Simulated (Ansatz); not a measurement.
# GaAs (F-43m) in Ansatz: notebook

The runs below take GaAs through relaxation of cell and atoms, single point, with revPBE, BLYP, PBE.

Program: Ansatz 0.2.0. These are calculated values, not measurements. Logs are shortened: lines on timing, memory, paths and dates and some standing lists are left out, and cuts for length are marked.

**Measured values to compare with.**

From “Evidence of valence band perturbations in GaAsN/GaAs(001): A combined variable-angle spectroscopic ellipsometry and modulated photoreflectance investigation”, 2008, arxiv:0805.2212, for a bulk crystal of GaAs at 300 K: band gap 1.418 ± 0.005 eV (direct).

The results are compared with them further down.

### 1 Starting point

The structure is cubic, space group F-43m (No. 216). Conventional cell: a = 5.654 Å, b = 5.654 Å, c = 5.654 Å, α = 90.00°, β = 90.00°, γ = 90.00°. As (site symmetry -43m) is surrounded by 4 Ga at 2.45 Å. Around Ga (site symmetry -43m) lie 4 As at 2.45 Å.

### 2 Relaxation of cell and atoms, revPBE

input.yaml reads:

```yaml
crystal:
  lattice:
    - [0.0, 2.82685, 2.82685]
    - [2.82685, 0.0, 2.82685]
    - [2.82685, 2.82685, 0.0]
  atoms:
    - { symbol: As, position: [0.75, 0.75, 0.75] }
    - { symbol: Ga, position: [0.0, 0.0, 0.0] }
hamiltonian:
  xc: revpbe
  pseudopotentials: { kind: paw }
kpoints:
  mp_grid: { grid: [8, 8, 8] }
scf:
  occupations: { method: fermi_dirac, width: 0.05 }
output:
  forces: true
  stress: true
relax:
  f_tol: 0.01
  max_steps: 40
  cell: { stress_tol: 0.05 }
```

Potentials or basis: Ansatz PAW.

Command:

```sh
$ ansatz run input.yaml --threads 2 --pin off --max-ram 5632MiB --backend cpu --events-out ev --progress --plain --runs-dir out
```

The program printed:

```text
Warning: RAYON_NUM_THREADS=2 ignored (pool sized by the plan → 2); use --threads N
Engine: ansatz 0.2.0, x86_64-unknown-linux-gnu
Pseudopotentials: kind: paw
Pseudopotential: As, paw, valence charge 15, recommended cutoff 420 eV (normal), As.paw.azcp
Pseudopotential: Ga, paw, valence charge 13, recommended cutoff 420 eV (normal), Ga.paw.azcp
Functional definition: revPBE
  parameter kappa = 1.245
  parameter beta = 0.06672455060314922
  exchange = pbe_x(kappa = kappa, mu = beta*pi^2/3)
  correlation = pbe_c(beta = beta)
Crystal: 2 atoms, lattice volume = 45.179 Å³
Basis set: ecut = 420 eV, 893 PW (Γ), exchange–correlation on 54×54×54 points (8 copies of the dense FFT grid, shifted against one another)
Bands: 18, of which v1, the nominal top of the filled ones, is band 14 counted from 1 (13 counted from 0)
Symmetry: 24 space group operations
Space group: F-43m (ITA 216), of the structure as read, at distance tolerance 3.6e-5 Å
k-points: 29 of 512 (time reversal used)
Non-local potential: As, projectors of the file, l = 0: 2, l = 1: 2, l = 2: 3, l = 3: 1
Non-local potential: Ga, projectors of the file, l = 0: 2, l = 1: 2, l = 2: 3, l = 3: 1
PAW form: soft (Blöchl's): semilocal exchange-correlation on the pseudo side does not see the compensation charge
PAW frozen core: As, regenerated for the run's functional, and the local potential with it (the file was generated under x = pbe(κ = 0.804, μ = 0.2195149727645171), c = pbe(β = 0.06672455060314922))
PAW frozen core: Ga, regenerated for the run's functional, and the local potential with it (the file was generated under x = pbe(κ = 0.804, μ = 0.2195149727645171), c = pbe(β = 0.06672455060314922))
PAW one-centre angular grid: As, 590 points (default); XC on 64 Gauss nodes
PAW one-centre angular grid: Ga, 590 points (default); XC on 64 Gauss nodes
Initial density: superposition of atomic densities (neutral atoms: chi_scale 0, normalization atom), corrected by the library's trained network
Initial wavefunctions: pseudopotential atomic-orbital guess
Functional: x = revpbe(κ = 1.245, μ = 0.2195149727645171), c = pbe(β = 0.06672455060314922)
SCF iter   1: F=—  HF=-8647.983707 eV  |F-HF|=—  |Δ(HF+E_count)|=         —  Δρ=2.41e-3  dr2=1.86e-3  ethr=1.77e-3  ⟨swp⟩=6.0  Hψ=2535  notcnv=0
preconditioner: auto → none  [insulator: Δε(μ)=0.599 eV  Ē_g=15.536 eV  σ=0.050 eV  W_gap=0.99  n_scr=14 (ndim 8)  ℏωp=23.4 eV  f_vac=0.086  D(μ)=0.00/eV (n_scr^D=0)  ε∞_Penn≈3.3]
SCF iter   2: F=—  HF=-8647.982669 eV  |F-HF|=—  |Δ(HF+E_count)|=   1.04e-3  Δρ=8.71e-4  dr2=4.13e-4  ethr=6.63e-6  ⟨swp⟩=2.0  Hψ=1058  notcnv=0
SCF iter   3: F=—  HF=-8647.982451 eV  |F-HF|=—  |Δ(HF+E_count)|=   2.17e-4  Δρ=3.49e-4  dr2=5.23e-5  ethr=1.48e-6  ⟨swp⟩=2.0  Hψ=783  notcnv=0
SCF iter   4: F=—  HF=-8647.982461 eV  |F-HF|=—  |Δ(HF+E_count)|=   9.75e-6  Δρ=1.00e-4  dr2=1.93e-6  ethr=1.87e-7  ⟨swp⟩=2.0  Hψ=638  notcnv=0
SCF iter   5: F=—  HF=-8647.982462 eV  |F-HF|=—  |Δ(HF+E_count)|=   1.15e-6  Δρ=2.80e-5  dr2=2.54e-7  ethr=6.90e-9  ⟨swp⟩=2.0  Hψ=928  notcnv=0
SCF iter   6: F=-8647.982463 eV  HF=-8647.982463 eV  |F-HF|=7.49e-8  |Δ(HF+E_count)|=   3.52e-7  Δρ=6.65e-6  dr2=1.34e-8  ethr=3.57e-10  ⟨swp⟩=4.0  Hψ=1846  notcnv=0
SCF 1 converged in 6 iterations: F = -8647.982463 eV  dr2 = 1.34e-8
relax step   1: F+E_penalty+E_count = -8647.98246267 eV  Δ(F+E_penalty+E_count) = +0.000e0 eV  max|allowed force component| = 1.388e-16 eV/Å  Δτ_max = 0.0000 Å  P = +4.693 GPa  Ω = 45.179 Å³  (6 SCF iters, dr2 threshold 1.00e-7 eV, accepted)
Crystal: 2 atoms, lattice volume = 47.713 Å³
Basis set: ecut = 420 eV, 941 PW (Γ), exchange–correlation on 54×54×54 points (8 copies of the dense FFT grid, shifted against one another)
Initial density: handed on by an earlier stage of this run
Initial wavefunctions: those handed on with the density
iter 1 solved again at ethr=7.25e-6 eV; its pass at ethr=3.10e-3 eV (dr2=2.03e-3 eV) is discarded
SCF iter   1: F=—  HF=-8648.023940 eV  |F-HF|=—  |Δ(HF+E_count)|=         —  Δρ=1.91e-3  dr2=2.03e-3  ethr=7.25e-6  ⟨swp⟩=2.0  Hψ=3284  notcnv=0
preconditioner: auto → none  [insulator: Δε(μ)=0.211 eV  Ē_g=15.247 eV  σ=0.050 eV  W_gap=0.75  n_scr=14 (ndim 8)  ℏωp=22.8 eV  f_vac=0.115  D(μ)=0.03/eV (n_scr^D=0)  ε∞_Penn≈3.2]
SCF iter   2: F=—  HF=-8648.024373 eV  |F-HF|=—  |Δ(HF+E_count)|=   4.34e-4  Δρ=9.49e-4  dr2=4.49e-4  ethr=7.25e-6  ⟨swp⟩=2.0  Hψ=573  notcnv=0
SCF iter   3: F=—  HF=-8648.024673 eV  |F-HF|=—  |Δ(HF+E_count)|=   2.99e-4  Δρ=1.63e-4  dr2=2.10e-5  ethr=1.61e-6  ⟨swp⟩=3.0  Hψ=912  notcnv=0
SCF iter   4: F=—  HF=-8648.024674 eV  |F-HF|=—  |Δ(HF+E_count)|=   1.45e-6  Δρ=6.84e-5  dr2=1.52e-6  ethr=7.50e-8  ⟨swp⟩=2.0  Hψ=929  notcnv=0
SCF iter   5: F=—  HF=-8648.024678 eV  |F-HF|=—  |Δ(HF+E_count)|=   3.57e-6  Δρ=3.23e-5  dr2=4.29e-7  ethr=7.14e-10  ⟨swp⟩=5.0  Hψ=2102  notcnv=0
SCF iter   6: F=-8648.024677 eV  HF=-8648.024677 eV  |F-HF|=2.65e-9  |Δ(HF+E_count)|=   1.49e-7  Δρ=6.71e-6  dr2=2.90e-8  ethr=7.14e-10  ⟨swp⟩=5.0  Hψ=1921  notcnv=0
SCF 2 converged in 6 iterations: F = -8648.024677 eV  dr2 = 2.90e-8
relax step   2: F+E_penalty+E_count = -8648.02467743 eV  Δ(F+E_penalty+E_count) = -4.221e-2 eV  max|allowed force component| = 3.824e-17 eV/Å  Δτ_max = 0.0000 Å  P = +0.912 GPa  Ω = 47.713 Å³  energy of the carried Pulay correction = -5.506e-4 eV  (6 SCF iters, dr2 threshold 2.00e-7 eV, accepted)
Crystal: 2 atoms, lattice volume = 48.368 Å³
iter 1 solved again at ethr=5.83e-7 eV; its pass at ethr=3.10e-3 eV (dr2=1.63e-4 eV) is discarded
SCF iter   1: F=—  HF=-8648.026591 eV  |F-HF|=—  |Δ(HF+E_count)|=         —  Δρ=4.88e-4  dr2=1.29e-4  ethr=5.83e-7  ⟨swp⟩=3.2  Hψ=3325  notcnv=0
preconditioner: auto → Kerker (q_TF=auto, 2.491 Å⁻¹)  [metal: Δε(μ)=0.108 eV  Ē_g=15.191 eV  σ=0.050 eV  W_gap=0.43  n_scr=14 (ndim 8)  ℏωp=22.7 eV  f_vac=0.110  D(μ)=0.05/eV (n_scr^D=0)]
SCF iter   2: F=—  HF=-8648.026600 eV  |F-HF|=—  |Δ(HF+E_count)|=   9.54e-6  Δρ=3.31e-4  dr2=7.06e-5  ethr=4.61e-7  ⟨swp⟩=1.0  Hψ=522  notcnv=0
SCF iter   3: F=—  HF=-8648.026620 eV  |F-HF|=—  |Δ(HF+E_count)|=   1.93e-5  Δρ=9.17e-5  dr2=8.86e-6  ethr=2.52e-7  ⟨swp⟩=2.9  Hψ=952  notcnv=0
SCF iter   4: F=—  HF=-8648.026623 eV  |F-HF|=—  |Δ(HF+E_count)|=   3.86e-6  Δρ=6.75e-5  dr2=2.76e-6  ethr=3.16e-8  ⟨swp⟩=2.0  Hψ=929  notcnv=0
SCF iter   5: F=—  HF=-8648.026630 eV  |F-HF|=—  |Δ(HF+E_count)|=   6.14e-6  Δρ=2.54e-5  dr2=3.24e-7  ethr=9.85e-9  ⟨swp⟩=2.0  Hψ=784  notcnv=0
SCF iter   6: F=-8648.026630 eV  HF=-8648.026630 eV  |F-HF|=1.96e-7  |Δ(HF+E_count)|=   3.09e-7  Δρ=9.59e-6  dr2=4.10e-8  ethr=7.14e-10  ⟨swp⟩=5.0  Hψ=2051  notcnv=0
SCF 3 converged in 6 iterations: F = -8648.026630 eV  dr2 = 4.10e-8
relax step   3: F+E_penalty+E_count = -8648.02663012 eV  Δ(F+E_penalty+E_count) = -1.953e-3 eV  max|allowed force component| = 3.419e-17 eV/Å  Δτ_max = 0.0000 Å  P = +0.122 GPa  Ω = 48.368 Å³  energy of the carried Pulay correction = -6.879e-4 eV  (6 SCF iters, dr2 threshold 2.00e-7 eV, accepted)
Crystal: 2 atoms, lattice volume = 48.471 Å³
iter 1 solved again at ethr=1.43e-8 eV; its pass at ethr=3.10e-3 eV (dr2=4.01e-6 eV) is discarded
SCF iter   1: F=—  HF=-8648.026647 eV  |F-HF|=—  |Δ(HF+E_count)|=         —  Δρ=7.58e-5  dr2=3.35e-6  ethr=1.43e-8  ⟨swp⟩=3.2  Hψ=3253  notcnv=0
preconditioner: auto → Kerker (q_TF=auto, 2.490 Å⁻¹)  [metal: Δε(μ)=0.092 eV  Ē_g=15.184 eV  σ=0.050 eV  W_gap=0.37  n_scr=14 (ndim 8)  ℏωp=22.6 eV  f_vac=0.108  D(μ)=0.05/eV (n_scr^D=0)]
SCF iter   2: F=—  HF=-8648.026649 eV  |F-HF|=—  |Δ(HF+E_count)|=   1.54e-6  Δρ=5.20e-5  dr2=1.89e-6  ethr=1.19e-8  ⟨swp⟩=1.0  Hψ=522  notcnv=0
SCF iter   3: F=—  HF=-8648.026650 eV  |F-HF|=—  |Δ(HF+E_count)|=   1.05e-6  Δρ=1.59e-5  dr2=2.26e-7  ethr=6.77e-9  ⟨swp⟩=2.4  Hψ=759  notcnv=0
SCF iter   4: F=—  HF=-8648.026650 eV  |F-HF|=—  |Δ(HF+E_count)|=   1.70e-7  Δρ=1.04e-5  dr2=7.43e-8  ethr=8.08e-10  ⟨swp⟩=2.0  Hψ=929  notcnv=0
SCF iter   5: F=-8648.026650 eV  HF=-8648.026650 eV  |F-HF|=1.21e-8  |Δ(HF+E_count)|=   1.62e-7  Δρ=2.63e-6  dr2=4.22e-9  ethr=1.34e-10  ⟨swp⟩=5.0  Hψ=1944  notcnv=0
SCF 4 converged in 5 iterations: F = -8648.026650 eV  dr2 = 4.22e-9
relax step   4: F+E_penalty+E_count = -8648.02664996 eV  Δ(F+E_penalty+E_count) = -1.984e-5 eV  max|allowed force component| = 2.718e-17 eV/Å  Δτ_max = 0.0000 Å  P = +0.005 GPa  Ω = 48.471 Å³  energy of the carried Pulay correction = -7.094e-4 eV  (5 SCF iters, dr2 threshold 3.74e-8 eV, accepted)
Basis set: ecut = 420 eV, 941 PW (Γ), exchange–correlation on 60×60×60 points (8 copies of the dense FFT grid, shifted against one another)
Initial wavefunctions: pseudopotential atomic-orbital guess (no wavefunctions were taken with the density)
iter 1 solved again at ethr=2.93e-7 eV; its pass at ethr=3.10e-3 eV (dr2=8.21e-5 eV) is discarded
SCF iter   1: F=—  HF=-8648.019370 eV  |F-HF|=—  |Δ(HF+E_count)|=         —  Δρ=6.56e-4  dr2=9.97e-6  ethr=2.93e-7  ⟨swp⟩=2.7  Hψ=3593  notcnv=0
preconditioner: auto → Kerker (q_TF=auto, 2.490 Å⁻¹)  [metal: Δε(μ)=0.094 eV  Ē_g=15.188 eV  σ=0.050 eV  W_gap=0.38  n_scr=14 (ndim 8)  ℏωp=22.6 eV  f_vac=0.107  D(μ)=0.05/eV (n_scr^D=0)]
SCF iter   2: F=—  HF=-8648.025334 eV  |F-HF|=—  |Δ(HF+E_count)|=   5.96e-3  Δρ=3.35e-4  dr2=1.88e-6  ethr=3.56e-8  ⟨swp⟩=2.2  Hψ=791  notcnv=0
SCF iter   3: F=—  HF=-8648.027261 eV  |F-HF|=—  |Δ(HF+E_count)|=   1.93e-3  Δρ=7.51e-5  dr2=2.37e-7  ethr=6.70e-9  ⟨swp⟩=3.1  Hψ=993  notcnv=0
SCF iter   4: F=—  HF=-8648.027352 eV  |F-HF|=—  |Δ(HF+E_count)|=   9.10e-5  Δρ=2.52e-5  dr2=1.33e-7  ethr=8.46e-10  ⟨swp⟩=2.1  Hψ=817  notcnv=0
SCF iter   5: F=—  HF=-8648.027359 eV  |F-HF|=—  |Δ(HF+E_count)|=   6.79e-6  Δρ=5.92e-6  dr2=3.60e-8  ethr=4.76e-10  ⟨swp⟩=2.0  Hψ=772  notcnv=0
SCF iter   6: F=—  HF=-8648.027359 eV  |F-HF|=—  |Δ(HF+E_count)|=   6.24e-8  Δρ=3.57e-6  dr2=1.26e-8  ethr=1.28e-10  ⟨swp⟩=2.0  Hψ=633  notcnv=0
SCF iter   7: F=—  HF=-8648.027359 eV  |F-HF|=—  |Δ(HF+E_count)|=   3.81e-8  Δρ=1.65e-6  dr2=2.75e-9  ethr=4.50e-11  ⟨swp⟩=2.9  Hψ=863  notcnv=0
SCF iter   8: F=—  HF=-8648.027359 eV  |F-HF|=—  |Δ(HF+E_count)|=   9.07e-9  Δρ=6.04e-7  dr2=2.48e-10  ethr=9.81e-12  ⟨swp⟩=3.0  Hψ=928  notcnv=0
SCF iter   9: F=-8648.027359 eV  HF=-8648.027359 eV  |F-HF|=5.46e-12  |Δ(HF+E_count)|=   2.12e-9  Δρ=4.53e-8  dr2=1.77e-12  ethr=1.00e-12  ⟨swp⟩=4.0  Hψ=2473  notcnv=0
SCF 5 converged in 9 iterations: F = -8648.027359 eV  dr2 = 1.77e-12
relax step   5: F+E_penalty+E_count = -8648.02735877 eV  Δ(F+E_penalty+E_count) = -7.088e-4 eV  max|allowed force component| = 3.563e-17 eV/Å  Δτ_max = 0.0000 Å  P = +0.007 GPa  Ω = 48.471 Å³  stress off target by 6.97e-3 GPa  SCF on the basis re-selected at this cell (its energy is not comparable with the rows above)  (9 SCF iters)
basis re-selected at this cell: Δ(F+E_penalty+E_count) = -7.088e-4 eV, ΔP = +0.002 GPa vs the last step (what re-selecting the basis moved, of the pressure what is left beyond the Pulay correction that the steps carried, after the strain that the cell walked since its last selection, with what the two solves' SCF thresholds leave and, on support functions, any second-order correction that the steps lacked; it is no measure of the basis error at this ecutwfc). The dense FFT grid was sized anew with the basis: this SCF ran on 30×30×30 points, the steps before it on 27×27×27, so part of this shift can come from that change (see relax.cell in the input reference). This SCF's stress stands 6.97e-3 GPa from its target on what of the cell is left free (relax.cell.stress_tol is 5.00e-2 GPa) and its largest allowed force component is 3.56e-17 eV/Å (relax.f_tol is 1.00e-2 eV/Å): within both
SCF converged after 9 iterations
Free energy (F): -8648.027359 eV
Harris-Foulkes:  -8648.027359 eV  (|F-HF|=5.46e-12)
Internal energy: -8648.026908 eV  (E = F + TS)
E sigma→0 (E₀):  -8648.027133 eV
Entropy (-TS):   -0.000451 eV (-0.226 meV/atom)
Fermi energy:    7.430615 eV
--- Per-component energies (eV) ---
  E_band       = -331.435083
  E_kinetic    = 217.466613
  E_local      = -4016.272985  (includes V_loc(G=0)·N_el)
  E_nonlocal   = -246.887471
  E_hartree    = 2014.060799
  E_xc         = -147.597959
  E_vxc        = -135.970346  (∫ρ·V_xc dr)
  E_paw        = -3832.337859  (= ΣΔE_a)
  E_vpaw       = -177.892419  (= ΣTr[D̂ρ^β])
  E_aug_tail   = -0.000131  (compensation charges beyond the density's cutoff)
  E_ewald      = -2636.200229
  E_core_change = -0.257684  (= ΣΔE_core)
  E_smearing   = -0.000451  (= −TS)
  E_closure    = -0.000000  (closes the sum)
  Σ components = -8648.027359   (vs F -8648.027359, Δ=0.00e0)
--- Forces (eV/Å), atoms counted from 1 ---
  atom   1  As     0.00000000     0.00000000    -0.00000000
  atom   2  Ga    -0.00000000     0.00000000     0.00000000
  max |Σ_I F_I| component: 6.75e-17 eV/Å
--- Stress (GPa, compression-positive) ---
        0.006975       0.000000       0.000000
        0.000000       0.006975       0.000000
        0.000000       0.000000       0.006975
  P = ⅓ Tr σ = 0.0070 GPa (0.070 kbar)
--- Relaxed structure (4 steps of the walk, 4 accepted, 1 SCFs on fresh bases) ---
  F+E_penalty+E_count = -8648.02735877 eV   max|allowed force component| = 3.563e-17 eV/Å   (the final SCF, on the basis selected at the relaxed cell)
  cell:  # Å, volume = 48.4708 Å³
    - [1.095504987072552e-33, 2.893899545037234, 2.893899545037234]
    - [2.893899545037234, 1.2814860662732407e-32, 2.893899545037234]
    - [2.893899545037234, 2.893899545037234, 1.0088836625133267e-32]
  atoms:
    - { symbol: As, position: [0.75, 0.75, 0.75] }
    - { symbol: Ga, position: [1.7216992283384604e-33, -2.0027350463195117e-33, -1.0631102407465018e-33] }
```

Wall time 21 s (2 threads of Intel Xeon at 2.50GHz (Skylake/Cascade Lake), shared host); peak memory 0.38 GiB.

What came out:

| Property | Result |
| --- | --- |
| Free energy | -8648.0274 eV |
| Relaxed volume | 24.24 Å³/atom |
| Relaxed cell | a = 4.093 Å, b = 4.093 Å, c = 4.093 Å, α = 60.00°, β = 60.00°, γ = 60.00° |
| Space group after relaxing (to 0.05 Å) | F-43m (No. 216) |
| Energy gained by relaxing | 22.4 meV/atom |
| Ionic steps | 5 |
| Pressure after relaxing | 0.0 GPa |

The path:
```csv
step,energy change (eV),largest force (eV/Å),volume (Å³)
1,0.0000,0.0000,45.18
2,-0.0422,0.0000,47.71
3,-0.0442,0.0000,48.37
4,-0.0442,0.0000,48.47
5,-0.0449,0.0000,48.47
```

Final structure:
```xyz
2
Lattice="0.0000 2.8939 2.8939 2.8939 0.0000 2.8939 2.8939 2.8939 0.0000" Properties=species:S:1:pos:R:3 pbc="T T T"
As    4.3408    4.3408    4.3408
Ga    0.0000    0.0000    0.0000
```

Caveat: the plane-wave basis is chosen anew once the cell has moved, so the energies of steps on either side of that aren't comparable; the PAW data sets come from PBE, with cores solved anew for the run's functional, which leaves a small shift of forces and pressure. Zero-point motion and thermal expansion aren't in these numbers.

### 3 Relaxation of cell and atoms, BLYP

input.yaml: that of step 2 with these lines changed.

```diff
@@ -9,3 +9,3 @@
 hamiltonian:
-  xc: revpbe
+  xc: blyp
   pseudopotentials: { kind: paw }
```

Potentials or basis: Ansatz PAW.

Command:

```sh
$ ansatz run input.yaml --threads 2 --pin off --max-ram 5632MiB --backend cpu --events-out ev --progress --plain --runs-dir out
```

Wall time 19 s (2 threads of Intel Xeon at 2.50GHz (Skylake/Cascade Lake), shared host); peak memory 0.38 GiB.

The run converged. Its results:

- Free energy: -8660.3904 eV
- Relaxed volume: 25.14 Å³/atom
- Relaxed cell: a = 4.143 Å, b = 4.143 Å, c = 4.143 Å, α = 60.00°, β = 60.00°, γ = 60.00°
- Space group after relaxing (to 0.05 Å): F-43m (No. 216)
- Energy gained by relaxing: 49.4 meV/atom
- Ionic steps: 5
- Pressure after relaxing: 0.0 GPa

Step by step:
| step | energy change (eV) | largest force (eV/Å) | volume (Å³) |
| --- | --- | --- | --- |
| 1 | 0.0000 | 0.0000 | 45.18 |
| 2 | -0.0915 | 0.0000 | 48.89 |
| 3 | -0.0975 | 0.0000 | 50.06 |
| 4 | -0.0976 | 0.0000 | 50.28 |
| 5 | -0.0987 | 0.0000 | 50.28 |

Final structure:
```
As Ga
1.0
     0.00000    2.92953    2.92953
     2.92953    0.00000    2.92953
     2.92953    2.92953    0.00000
As Ga
1 1
Direct
  0.75000 0.75000 0.75000
  0.00000 0.00000 0.00000
```

Caveat: the plane-wave basis is chosen anew once the cell has moved, so the energies of steps on either side of that aren't comparable; the volume moved by +11 % from the deposited cell, more than functionals usually miss; the PAW data sets come from PBE, with cores solved anew for the run's functional, which leaves a small shift of forces and pressure.

### 4 Single point, PBE

input.yaml reads:

```yaml
crystal:
  lattice:
    - [0.0, 2.82685, 2.82685]
    - [2.82685, 0.0, 2.82685]
    - [2.82685, 2.82685, 0.0]
  atoms:
    - { symbol: As, position: [0.75, 0.75, 0.75] }
    - { symbol: Ga, position: [0.0, 0.0, 0.0] }
hamiltonian:
  xc: pbe
  pseudopotentials: { kind: paw }
kpoints:
  mp_grid: { grid: [8, 8, 8] }
scf:
  occupations: { method: gaussian, width: 0.012 }
output:
  forces: true
  stress: true
  eigenvalues: true
```

Command:

```sh
$ ansatz run input.yaml --threads 2 --pin off --max-ram 5632MiB --backend cpu --events-out ev --progress --plain --runs-dir out
```

Run time: 3.8 s. Hardware: 2 threads of Intel Xeon at 2.50GHz (Skylake/Cascade Lake), shared host; peak memory 0.35 GiB.

Results (log left out):

| Property | Result |
| --- | --- |
| Free energy | -8639.8341 eV |
| Pressure | 3.3 GPa |
| Band gap on the k mesh | 0.52 eV, direct |

Levels at points of the mesh, in eV from the valence-band top:
```csv
k point,band 12,band 13,band 14,band 15,band 16,band 17
"(0.00, 0.00, 0.00)",0.00,0.00,0.00,0.52,3.74,3.74
"(0.00, 0.00, -0.50)",-6.63,-1.14,-1.14,1.00,4.64,4.64
"(0.00, -0.50, -0.50)",-6.81,-2.67,-2.67,1.47,1.66,10.17
```

### 5 Overview

```csv
task,level,cell,smearing,pressure (GPa),relaxed volume (Å³/atom)
relaxation of cell and atoms,revPBE,relaxed,fermi-dirac 0.05 eV,0.0,24.24
relaxation of cell and atoms,BLYP,relaxed,fermi-dirac 0.05 eV,0.0,25.14
single point,PBE,as given,gaussian 0.012 eV,3.3,-
```

Alike in all rows: potentials or basis Ansatz PAW; no spin polarisation; k mesh 8 × 8 × 8; cutoff (eV) 420.

Caveats: the plane-wave basis is chosen anew once the cell has moved, so the energies of steps on either side of that aren't comparable (some runs); the PAW data sets come from PBE, with cores solved anew for the run's functional, which leaves a small shift of forces and pressure (some runs); the volume moved by +11 % from the deposited cell, more than functionals usually miss (some runs).

Absolute energies hang on the potentials; compare differences alone.

### 6 Against experiment

Step 4. A measured gap of GaAs is 1.418 eV (direct; 300 K; “Evidence of valence band perturbations in GaAsN/GaAs(001): A combined variable-angle spectroscopic ellipsometry and modulated photoreflectance investigation”, 2008, arxiv:0805.2212); the calculated 0.52 eV misses it by -0.90 eV. 3 values of this kind are on record (1.412 to 1.51 eV); this one was drawn at random among those near their median, those with a stated uncertainty first. Spin-orbit coupling on As, Ga is left out. The value is that of PBE on a finite k mesh, which can miss the band edges, without temperature or zero-point motion. Semilocal functionals fall short of measured gaps as a rule.
